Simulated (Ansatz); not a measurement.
# Strain response of Al

Computed with DFT PBE+D3(BJ), scalar-relativistic, plane waves, PAW in Ansatz 0.2.0. Run with 420 eV cutoff, 24×24×6 k-mesh, Gaussian smearing of 0.10 eV, no spin polarisation.

Reference structure (relaxed):

```
Al
1.0
     2.81478    0.00000    0.00000
    -1.40739    2.43767    0.00000
     0.00000    0.00000    9.24180
Al
4
Direct
  0.00000 0.00000 0.00000
  0.33333 0.66667 0.25000
  0.00000 0.00000 0.50000
  0.66667 0.33333 0.75000
```

Deformation: shear that moves c along a by the strain times its height over the a-b plane, the cell held and the atoms relaxed, all within the symmetry that the strain leaves. Energies are extrapolated to zero smearing. Stress is positive in compression, on the Cartesian axes of the cell above. On this cell's mesh the reference holds a stress of up to 0.18 GPa.

| strain (%) | ΔE (meV/atom) | a (Å) | b (Å) | c (Å) | σxx (GPa) | σyy (GPa) | σzz (GPa) | σyz (GPa) | σxz (GPa) | σxy (GPa) |
| --- | --- | --- | --- | --- | --- | --- | --- | --- | --- | --- |
| +0.0 | 0.0 | 2.815 | 2.815 | 9.242 | -0.16 | -0.16 | 0.18 | 0.00 | 0.00 | 0.00 |
| +1.0 | 0.1 | 2.815 | 2.815 | 9.242 | -0.19 | -0.15 | 0.22 | 0.00 | -0.28 | 0.00 |
| +2.0 | 0.5 | 2.815 | 2.815 | 9.244 | -0.23 | -0.10 | 0.29 | 0.00 | -0.65 | 0.00 |
| +3.0 | 1.4 | 2.815 | 2.815 | 9.246 | -0.21 | -0.09 | 0.36 | 0.00 | -0.99 | 0.00 |
| +4.0 | 2.5 | 2.815 | 2.815 | 9.249 | -0.15 | -0.11 | 0.46 | 0.00 | -1.31 | 0.00 |
| +6.0 | 5.6 | 2.815 | 2.815 | 9.258 | 0.03 | -0.09 | 0.62 | 0.00 | -1.85 | 0.00 |

This form isn't the element's structure at ambient conditions.